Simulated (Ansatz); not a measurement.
System: zinc-blende InN (metastable phase). Method: PBEsol+SOC (Ansatz, a quantum-chemistry and plane-wave program, plane waves, PAW).

Run with plane-wave cutoff 520 eV, 12×12×12 k mesh, Fermi–Dirac smearing 0.01 eV, PAW data made under PBE.

Energies at three volumes about the minimum:

```csv
V (Å³/atom),E − E_lowest (meV/atom)
15.177,2.72
15.486,0.00
15.796,2.53
```

Question: Fit a parabola by hand: where is the minimum, what lattice constant follows, and what is the bulk modulus?

Answer: Slopes: (0.00 − 2.72)/(15.486 − 15.177) = -8.803 and (2.53 − 0.00)/(15.796 − 15.486) = 8.161 meV/Å³. Curvature E″ = 2 × (8.161 − (-8.803))/(15.796 − 15.177) = 54.811 meV/Å⁶. From the middle of the first interval, the slope vanishes at V0 = 15.3315 − (-8.803)/54.811 = 15.492 Å³/atom. B = V0 E″ = 15.492 × 54.811 meV/Å³ × 0.1602 GPa per meV/Å³ = 136 GPa. With 8 atoms in the cube, a = (8 × 15.492)^(1/3) = 4.986 Å. The full Birch–Murnaghan fit to all volumes gives V0 = 15.486 Å³/atom and B0 = 136 GPa.

Measured, for comparison: lattice constant a 5.01 ± 0.01 Å (temperature not stated, no zero-point or thermal correction, epilayer on 3C-SiC; as tabulated in Schörmann, As, Lischka, Schley, Goldhahn et al., Appl. Phys. Lett. 89, 261903 …).

Note: the gap of the solid is closed in this run; this level leaves the solid without a gap, although one is measured.
